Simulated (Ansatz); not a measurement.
We consider rutile RuO₂, described by r²SCAN-D4 (Ansatz, an electronic-structure program, plane waves, PAW).

Run with plane-wave cutoff 560 eV, 12×12×18 k mesh (along the axes of the cell as run), Fermi–Dirac smearing 0.05 eV, no spin polarisation, scalar-relativistic PAW data made under PBE.

Cell (relaxed at this level):

```cif
data_O4Ru2
_chemical_formula_sum 'Ru2 O4'
_space_group_name_H-M_alt 'P42/mnm'
_space_group_IT_number 136
_space_group_name_Hall '-P 4n 2n'
_cell_length_a 4.47016
_cell_length_b 4.47016
_cell_length_c 3.10370
_cell_angle_alpha 90.000
_cell_angle_beta 90.000
_cell_angle_gamma 90.000
loop_
_atom_site_label
_atom_site_type_symbol
_atom_site_symmetry_multiplicity
_atom_site_Wyckoff_symbol
_atom_site_fract_x
_atom_site_fract_y
_atom_site_fract_z
_atom_site_occupancy
Ru1 Ru 2 a 0.00000 0.00000 0.00000 1
O1 O 4 f 0.30537 0.30537 0.00000 1
```

Q: Estimate the bulk modulus and pressure derivative B′ of the bulk modulus that the calculation returns.

A: 
- bulk modulus = 284 GPa
- pressure derivative B′ of the bulk modulus = 4.6

The run finds no gap.

Measured, for comparison: bulk modulus 270 GPa (room temperature, no zero-point or thermal correction; as tabulated in LI and ZENG (2008), arXiv:0807.3251). Computed (rounded) less measured: bulk modulus +5 %. A static lattice is as a rule a little smaller and stiffer than an uncorrected measurement, which narrows the difference in the bulk modulus and would widen misses of the other sign.

Note: the bulk modulus comes from volumes at which shape and atoms were relaxed.

Cost on a shared machine: roughly 30 core-minutes.
